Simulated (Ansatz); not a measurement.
KI: energy along a strain

KI, Fm-3m, a = 7.049 Å (as given, not relaxed at this level: 0.7 GPa). Ansatz: PBE, PAW, 420 eV, Γ-centred 6×6×6 mesh on 2 atoms, Gaussian smearing 0.05 eV; no spin polarisation. Cell vectors (Å): 0.000 3.525 3.525; 3.525 0.000 3.525; 3.525 3.525 0.000. The cell is strained by x per cent times the pattern (0 1 0 0 0 0) in the order xx yy zz yz xz xy (engineering shears), with fractional coordinates held. y is the free energy over the start, V0 = 43.784 Å³/atom.

| x (%) | y (meV/atom) |
| --- | --- |
| -4.00 | ? |
| -3.00 | 10.10 |
| -2.00 | 5.64 |
| -1.00 | 2.32 |
| 0.00 | 0.00 |
| 1.00 | -1.44 |
| 2.00 | -2.12 |
| 3.00 | -2.13 |
| 3.50 | -1.91 |
| 4.00 | -1.56 |

Question: Fit y = c1 x + c2 x² + c3 x³ to the other rows, get the stiffness along the pattern, and predict the missing energy.

Answer: Least squares on the rows shown. y = −1.8690 x + 0.44286 x² − 0.018425 x³. The clamped-ion stiffness p·C·p = 2 × 4.429 eV × 160.2 / 43.784 Å³ = 32 GPa, which is C22 in these axes (C11 of the cubic crystal) (second derivative at the start, which stands under stress). At x = -4.00 the fit asked for gives 15.74 meV/atom. The run gave 15.86 meV/atom, so the fit is 0.12 meV/atom too low, a small miss on the scale of the series.